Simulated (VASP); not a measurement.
# GaN (F-43m) in VASP: evGW0 quasiparticle levels with PBE

Aim: the evGW0 quasiparticle levels of GaN with PBE.

Everything below comes from runs of VASP 6.6.1. Logs are shortened: lines on timing, memory, paths and dates and some standing lists are left out, and cuts for length are marked.

**Experimental background.**

From a printed reference work, textbook, for a bulk crystal of GaN at 0 K: band gap 3.299 eV (direct).

How close the calculation comes is told below.

## (1) Starting point

It takes space group F-43m (No. 216, cubic). Conventional cell: a = 4.507 Å, b = 4.507 Å, c = 4.507 Å, α = 90.00°, β = 90.00°, γ = 90.00°. Around Ga (site symmetry -43m) lie 4 N at 1.95 Å. N (site symmetry -43m) has 4 Ga at 1.95 Å as nearest neighbours.

The cell is a database's computed one.

## (2) EvGW0 quasiparticle levels, PBE

Input file POSCAR:

```
GaN
1.0
    0.0000000000      2.2535006075      2.2535006075
    2.2535006075      0.0000000000      2.2535006075
    2.2535006075      2.2535006075      0.0000000000
Ga N
1 1
Direct
    0.0000000000      0.0000000000      0.0000000000
    0.2500000000      0.2500000000      0.2500000000
```

Input file INCAR.step1:

```
SYSTEM = GaN
ALGO = Normal
EDIFF = 1E-8
ENCUT = 500
GGA = PE
ISMEAR = 0
KPAR = 4
LASPH = .True.
LCHARG = .False.
LREAL = .False.
LWAVE = .True.
NELM = 60
PREC = Accurate
SIGMA = 0.01
```

Input file INCAR.step2:

```
SYSTEM = GaN
ALGO = Exact
EDIFF = 1E-8
ENCUT = 500
GGA = PE
ISMEAR = 0
ISTART = 1
KPAR = 4
LASPH = .True.
LCHARG = .False.
LOPTICS = .True.
LREAL = .False.
LWAVE = .True.
NBANDS = 156
NELM = 1
PREC = Accurate
SIGMA = 0.01
```

Input file INCAR.step3:

```
SYSTEM = GaN
ALGO = EVGW0
EDIFF = 1E-8
ENCUT = 500
ENCUTGW = 200
GGA = PE
ISMEAR = 0
ISTART = 1
KPAR = 4
LASPH = .True.
LCHARG = .False.
LREAL = .False.
LWAVE = .False.
NBANDS = 156
NBANDSGW = 17
NELMGW = 4
NOMEGA = 50
PREC = Accurate
PRECFOCK = Fast
SIGMA = 0.01
```

Input file KPOINTS:

```
k-points
0
Gamma
  6 6 6
  0 0 0
```

Potentials or basis: VASP PAW PBE potentials, release 64 (Ga_d_GW, N_GW).

Launch:

```sh
> cat potpaw_PBE.64/Ga_d_GW/POTCAR potpaw_PBE.64/N_GW/POTCAR > POTCAR
> cp INCAR.step1 INCAR
> mpirun -np 4 vasp_std > vasp.out
> cp INCAR.step2 INCAR
> mpirun -np 4 vasp_std > vasp.out
> cp INCAR.step3 INCAR
> mpirun -np 4 vasp_std > vasp.out
```

OUTCAR:

```text
SYSTEM = GaN
   EDIFF = 1E-8
   ENCUT = 500
   ENCUTGW = 200
   GGA = PE
   ISMEAR = 0
   ISTART = 1
   LASPH = .True.
   LREAL = .False.
   NELMGW = 4
   PREC = Accurate
   PRECFOCK = Fast

 ion  position               nearest neighbor table
   1  0.000  0.000  0.000-   2 1.95   2 1.95   2 1.95   2 1.95
   2  0.250  0.250  0.250-   1 1.95   1 1.95   1 1.95   1 1.95

  LATTYP: Found a face centered cubic cell.
 ALAT       =     4.5070012150

  Lattice vectors:

 A1 = (   0.0000000000,   2.2535006075,   2.2535006075)
 A2 = (   2.2535006075,   0.0000000000,   2.2535006075)
 A3 = (   2.2535006075,   2.2535006075,   0.0000000000)

Analysis of symmetry for initial positions (statically):
=====================================================================
 Subroutine PRICEL returns:
 Original cell was already a primitive cell.

 Routine SETGRP: Setting up the symmetry group for a
 face centered cubic supercell.

 Subroutine GETGRP returns: Found 24 space group operations
 (whereof 24 operations were pure point group operations)
 out of a pool of 48 trial point group operations.

The static configuration has the point symmetry T_d .

Analysis of symmetry for dynamics (positions and initial velocities):
=====================================================================
 Subroutine PRICEL returns:
 Original cell was already a primitive cell.

 Routine SETGRP: Setting up the symmetry group for a
 face centered cubic supercell.

 Subroutine GETGRP returns: Found 24 space group operations
 (whereof 24 operations were pure point group operations)
 out of a pool of 48 trial point group operations.

The dynamic configuration has the point symmetry T_d .

 Subroutine INISYM returns: Found 24 space group operations
 (whereof 24 operations are pure point group operations),
 and found     1 'primitive' translations

----------------------------------------------------------------------------------------

                                     Primitive cell

  volume of cell :      22.8877

  direct lattice vectors                    reciprocal lattice vectors
     0.000000000  2.253500607  2.253500607    -0.221877020  0.221877020  0.221877020
     2.253500607  0.000000000  2.253500607     0.221877020 -0.221877020  0.221877020
     2.253500607  2.253500607  0.000000000     0.221877020  0.221877020 -0.221877020

  length of vectors
     3.186931122  3.186931122  3.186931122     0.384302272  0.384302272  0.384302272

  position of ions in fractional coordinates (direct lattice)
     0.000000000  0.000000000  0.000000000
     0.250000000  0.250000000  0.250000000

  ion indices of the primitive-cell ions
   primitive index   ion index
                 1           1
                 2           2

----------------------------------------------------------------------------------------

 KPOINTS: k-points

Automatic generation of k-mesh.
 Grid dimensions read from file:
 generate k-points for:    6    6    6

 Generating k-lattice:

  Cartesian coordinates                     Fractional coordinates (reciprocal lattice)
    -0.036979503  0.036979503  0.036979503     0.166666667  0.000000000  0.000000000
     0.036979503 -0.036979503  0.036979503     0.000000000  0.166666667  0.000000000
     0.036979503  0.036979503 -0.036979503     0.000000000  0.000000000  0.166666667

  Length of vectors
     0.064050379  0.064050379  0.064050379

  Shift w.r.t. Gamma in fractional coordinates (k-lattice)
     0.000000000  0.000000000  0.000000000

 Subroutine IBZKPT returns following result:
 ===========================================

 Found     16 irreducible k-points:

 Following reciprocal coordinates:
            Coordinates               Weight
  0.000000  0.000000  0.000000      1.000000
  0.166667  0.000000  0.000000      8.000000
  0.333333  0.000000  0.000000      8.000000
  0.500000  0.000000  0.000000      4.000000
  0.166667  0.166667  0.000000      6.000000
  0.333333  0.166667  0.000000     24.000000
[... 8 lines left out ...]
 -0.333333  0.333333  0.166667     24.000000
 -0.333333  0.500000  0.166667     12.000000
   k-points           NKPTS =     16   k-points in BZ     NKDIM =    216   number of bands    NBANDS=    156
   number of dos      NEDOS =    301   number of ions     NIONS =      2
   total plane-waves  NPLWV =  13824
   dimension x,y,z NGX =    24 NGY =   24 NGZ =   24
   dimension x,y,z NGXF=    48 NGYF=   48 NGZF=   48
   ions per type =               1   1
   NGX,Y,Z   is equivalent  to a cutoff of  12.52, 12.52, 12.52 a.u.
   NGXF,Y,Z  is equivalent  to a cutoff of  25.04, 25.04, 25.04 a.u.
 SYSTEM =  GaN
   PREC   = accura    normal or accurate (medium, high low for compatibility)
   ISTART =      1    job   : 0-new  1-cont  2-samecut
   ICHARG =      0    charge: 1-file 2-atom 10-const
   ISPIN  =      1    spin polarized calculation?
   LNONCOLLINEAR =      F non collinear calculations
   LSORBIT =      F    spin-orbit coupling
   LASPH  =      T    aspherical Exc in radial PAW
   ENCUT  =  500.0 eV  36.75 Ry    6.06 a.u.   5.81  5.81  5.81*2*pi/ulx,y,z
   NELM   =     60;   NELMIN=  2; NELMDL=  0     # of ELM steps
   EDIFF  = 0.1E-07   stopping-criterion for ELM
   LREAL  =      F    real-space projection
   EDIFFG = 0.1E-06   stopping-criterion for IOM
   NSW    =      0    number of steps for IOM
   IBRION =     -1    ionic relax: 0-MD 1-quasi-New 2-CG
   NFREE  =      0    steps in history (QN), initial steepest desc. (CG)
   ISIF   =      0    stress and relaxation
   ISYM   =      3    0-nonsym 1-usesym 2-fastsym
   POTIM  = 0.5000    time-step for ionic-motion
   TEBEG  =    0.0;   TEEND  =   0.0 temperature during run
   PSTRESS=    0.0 pullay stress
   NELECT =      18.0000    total number of electrons
   NUPDOWN=      -1.0000    fix difference up-down
   EMIN   =  10.00;   EMAX   =-10.00  energy-range for DOS
   EFERMI =   0.00;   METHOD = LEGACY
   ISMEAR =     0;   SIGMA  =   0.01  broadening in eV -4-tet -1-fermi 0-gaus
   EFERMI_NEDOS =   21; number of points for ismear=-14 and -15
   IALGO  =     38    algorithm
   IMIX   =      4    mixing-type and parameters
     AMIX     =   0.40;   BMIX     =  1.00
     AMIX_MAG =   1.60;   BMIX_MAG =  1.00
  volume/ion in A,a.u.               =      11.44        77.23
  Fermi-wavevector in a.u.,A,eV,Ry     =   1.511117  2.855596 31.068543  2.283473
  Thomas-Fermi vector in A             =   2.621216
   LORBIT       =      0    0 simple, 1 ext, 2 COOP (PROOUT), +10 PAW based schemes
   GGA     = PE    functional components
   LHFCALC =     T    Hartree Fock is set to
   PRECFOCK=fast      Normal, Fast or Accurate (Low or Medium for compatibility)
   ENCUT4O =  -1.0   cutoff for four orbital integrals eV
   NKREDX  =     1    reduce k-point grid by
   NKREDY  =     1    reduce k-point grid by
   NKREDZ  =     1    reduce k-point grid by
   AEXX    =    1.0000 exact exchange contribution
   HFSCREEN=    0.0000 screening length (either q_TF or 0.3 A-1)
   HFSCREENC=   0.0000 screening length for correlation (either q_TF or 0.3 A-1)
   ENCUTFOCK=  -1.0 apply spherical cutoff to Coloumb kernel
   IVDW    =     0    specifies the selected vdW correction
   LEPSILON=     F    determine dielectric tensor
   LRPA    =     F    only Hartree local field effects (RPA)
   LRPAFORCE           =     F    calculate RPA forces
   ENCUTGW             = 200.0    cutoff for response function in eV
   ENCUTGWSOFT         = 160.0    soft cutoff for Coulomb kernel in GW response function in eV
   ENCUTLF             =  -1.0    cutoff for local field effects
   NELMGW              =     4    number of iterations in solving QP/BSE equation
   NELMHF              =     1    number of iterations in the inner HF iteration
   NKREDLFX            =     1    NKREDLFY  =   1   NKREDLFZ  =   1
 non-spin polarized calculation
 Gauss-broadening in eV      SIGMA  =   0.01
  energy-cutoff  :      500.00
  volume of cell :       22.89
 maximum number of plane-waves:       589
  NGX = 14; NGY = 14; NGZ = 14
   NGX = 11   NGY = 11   NGZ = 11
 maximum number of plane-waves:       169

 QP shifts <psi_nk| G(iteration)W_0 |psi_nk>: iteration 1
 for sc-GW calculations column KS-energies equals QP-energies in previous step
 and V_xc(KS)=  KS-energies - (<T + V_ion + V_H > + <T+V_H+V_ion>^1  + <V_x>^1)

 k-point   1 :       0.0000    0.0000    0.0000
  band No.  KS-energies  QP-energies   sigma(KS)   V_xc(KS)     V^pw_x(r,r')   Z            occupation Imag(sigma)

      1     -10.8304     -12.0173     -16.6515     -14.8573     -24.5864       0.6615       2.0000       1.0749
      2      -8.3916     -11.1438     -25.2834     -21.4866     -34.7913       0.7249       2.0000       0.2264
      3      -8.3916     -11.1438     -25.2834     -21.4866     -34.7913       0.7249       2.0000       0.2264
      4      -8.3916     -11.1438     -25.2834     -21.4866     -34.7913       0.7249       2.0000       0.2264
      5      -8.0751     -10.9293     -25.7037     -21.8063     -35.1847       0.7323       2.0000       0.1689
      6      -8.0751     -10.9293     -25.7037     -21.8063     -35.1847       0.7323       2.0000       0.1689
[... 9 lines left out ...]
     16      23.8863      24.1210      -9.3426      -9.6386      -2.9820       0.7929       0.0000      -0.6921
     17      23.8863      24.1210      -9.3426      -9.6386      -2.9820       0.7929       0.0000      -0.6921

 k-point   2 :       0.1667    0.0000    0.0000
  band No.  KS-energies  QP-energies   sigma(KS)   V_xc(KS)     V^pw_x(r,r')   Z            occupation Imag(sigma)

      1     -10.5501     -11.8180     -17.2958     -15.4059     -25.2865       0.6709       2.0000       1.0228
      2      -8.3581     -11.1167     -25.3286     -21.5264     -34.8436       0.7255       2.0000       0.2248
      3      -8.3581     -11.1167     -25.3286     -21.5264     -34.8436       0.7255       2.0000       0.2248
      4      -8.2619     -10.9455     -24.7358     -21.0521     -34.0788       0.7285       2.0000       0.2646
      5      -8.0766     -10.9262     -25.6966     -21.8012     -35.1802       0.7315       2.0000       0.1700
      6      -8.0766     -10.9262     -25.6966     -21.8012     -35.1802       0.7315       2.0000       0.1700
[... 9 lines left out ...]
     16      21.9252      22.3171     -10.0888     -10.5829      -4.3736       0.7929       0.0000      -0.3959
     17      25.6430      26.2840      -9.7354     -10.5427      -3.0538       0.7940       0.0000      -0.7604

 k-point   3 :       0.3333    0.0000    0.0000
  band No.  KS-energies  QP-energies   sigma(KS)   V_xc(KS)     V^pw_x(r,r')   Z            occupation Imag(sigma)
[... 1267 lines left out ...]
      1     -12.4282     -12.4689     -21.4199       8.9332     -30.2709       0.6955       2.0000       0.7204
      2     -11.9448     -11.9909     -25.2719      13.2636     -34.8467       0.7264       2.0000       0.2388
      3     -11.8787     -11.9244     -25.3789      13.4374     -34.9890       0.7273       2.0000       0.2423
      4     -11.8198     -11.8657     -25.5722      13.6894     -35.1915       0.7293       2.0000       0.2040
      5     -11.8050     -11.8520     -25.6496      13.7803     -35.2319       0.7308       2.0000       0.1912
      6      -8.9966      -9.0289     -22.5868      13.5458     -30.9953       0.7284       2.0000       0.5502
[... 9 lines left out ...]
     16      28.6575      28.6592     -11.1377      39.7974      -3.9951       0.7839       0.0000      -1.0105
     17      30.0766      30.0777     -11.1051      41.1831      -4.2631       0.8019       0.0000      -0.9599

 k-point  16 :      -0.3333    0.5000    0.1667
  band No. old QP-enery  QP-energies   sigma(KS)   T+V_ion+V_H  V^pw_x(r,r')   Z            occupation Imag(sigma)

      1     -12.4518     -12.4932     -21.6942       9.1828     -30.6147       0.6955       2.0000       0.6974
      2     -11.9664     -12.0144     -25.1974      13.1650     -34.6635       0.7272       2.0000       0.2225
      3     -11.8525     -11.8970     -25.4363      13.5226     -35.1131       0.7266       2.0000       0.2428
      4     -11.7743     -11.8189     -25.6069      13.7715     -35.2835       0.7303       2.0000       0.2289
      5     -11.7966     -11.8436     -25.6756      13.8148     -35.2532       0.7322       2.0000       0.1853
      6      -8.7787      -8.8102     -22.4177      13.5958     -30.7301       0.7296       2.0000       0.5586
[... 9 lines left out ...]
     16      28.9422      28.9435     -11.8829      40.8268      -4.5355       0.7850       0.0000      -1.1242
     17      30.4472      30.4482     -11.4675      41.9161      -4.5498       0.7975       0.0000      -0.9674
```

It took 6.1 min on 4 MPI ranks of Intel Xeon 6975P-C (Granite Rapids), shared host; peak memory 0.62 GiB.

What came out:

- Band gap on the k mesh, mean-field level: 1.73 eV, direct
- Quasiparticle gap: 3.11 eV
- Least direct quasiparticle gap: 3.11 eV

Levels at points of the mesh, in eV from the valence-band top:
```tsv
k point	band 7	band 8	band 9	band 10	band 11	band 12
(0.00, 0.00, 0.00)	0.00	0.00	0.00	1.73	10.30	10.30
(0.50, 0.00, 0.00)	-7.04	-0.97	-0.97	4.64	8.73	10.35
(0.50, 0.50, 0.00)	-6.13	-2.70	-2.70	3.35	6.66	11.71
```

Quasiparticle gap after each update of the energies (eV): 2.89, 3.07, 3.10, 3.11

Caveat: bands, screening cutoff and mesh are small and nothing is extrapolated, so the quasiparticle values aren't converged.

## (3) Comparison with measurements

Step 2. Against the measured gap of GaN, 3.299 eV (direct; 0 K; a printed reference work, textbook), the calculated 3.11 eV is off by -0.19 eV. Spin-orbit coupling on Ga is left out. The value is that of GW on PBE, without temperature or zero-point motion. The cell is a database's relaxed one, not the measured one, which moves gaps too.
